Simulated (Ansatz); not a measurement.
# CsPbI3 under a change: Pb vacancy

Start from a 20-atom supercell of CsPbI3 in the cubic perovskite structure (space group Pm-3m, No. 221; a = 6.390 Å) at its relaxed geometry.

The change: one Pb atom is removed, atoms relaxed at fixed cell, starting from a slightly rattled geometry.

Computed with PBE (Ansatz, a first-principles code; PAW; 420 eV plane waves; scalar-relativistic without spin-orbit coupling). k-mesh 3×3×3 (Γ-centred); smearing 0.01 eV (Fermi–Dirac).

```
quantity                     base  changed  shift
------------------------  -------  -------  -----
gap of the supercell      1.48 eV     zero      –
total moment of the cell        –   0.8 μB      –
```

Final structure:

```yaml
crystal:
  lattice:
    - [6.39047, -6.39047, -6.39047]
    - [-6.39047, 6.39047, -6.39047]
    - [6.39047, 6.39047, 6.39047]
  atoms:
    - { symbol: Cs, position: [0.50051, 0.49970, 0.00324] }
    - { symbol: Cs, position: [0.99839, 0.99974, 0.00151] }
    - { symbol: Cs, position: [0.99883, 0.50326, 0.50230] }
    - { symbol: Cs, position: [0.50198, 0.00069, 0.49945] }
    - { symbol: Pb, position: [0.99932, 0.99939, 0.49738] }
    - { symbol: Pb, position: [0.00040, 0.49957, 0.99830] }
    - { symbol: Pb, position: [0.49931, 0.00060, 0.99845] }
    - { symbol: I, position: [0.24312, 0.50015, 0.24151] }
    - { symbol: I, position: [0.75066, 0.00186, 0.25080] }
    - { symbol: I, position: [0.75743, 0.50027, 0.75624] }
    - { symbol: I, position: [0.24946, 0.00009, 0.75024] }
    - { symbol: I, position: [0.75699, 0.75593, 0.49792] }
    - { symbol: I, position: [0.24404, 0.24141, 0.49937] }
    - { symbol: I, position: [0.25014, 0.75165, 0.00161] }
    - { symbol: I, position: [0.75004, 0.24981, 0.99963] }
    - { symbol: I, position: [0.49970, 0.24262, 0.24336] }
    - { symbol: I, position: [0.99840, 0.74862, 0.24893] }
    - { symbol: I, position: [0.99901, 0.24956, 0.74858] }
    - { symbol: I, position: [0.49937, 0.75609, 0.75830] }
```

The magnetic state is the one reached from the starting moments; the real material's order can differ, and small cells can't hold many antiferromagnetic ones. The cell is small, so the values are those of an ordered compound at a high defect concentration; dilute-limit values will differ. A case with no gap was solved on a k-mesh chosen for an insulator, which is coarse for it. Spin-orbit coupling, missing from the scalar runs, can matter with I and Pb. Many cubic perovskites are stable only at high temperature; tilts and polar distortions were not tested. The defect cell is spin-polarised and ends with 0.8 μB, a fractional moment that hangs on the mesh and smearing. This is not the structure that CsPbI3 has at room temperature and ambient pressure.
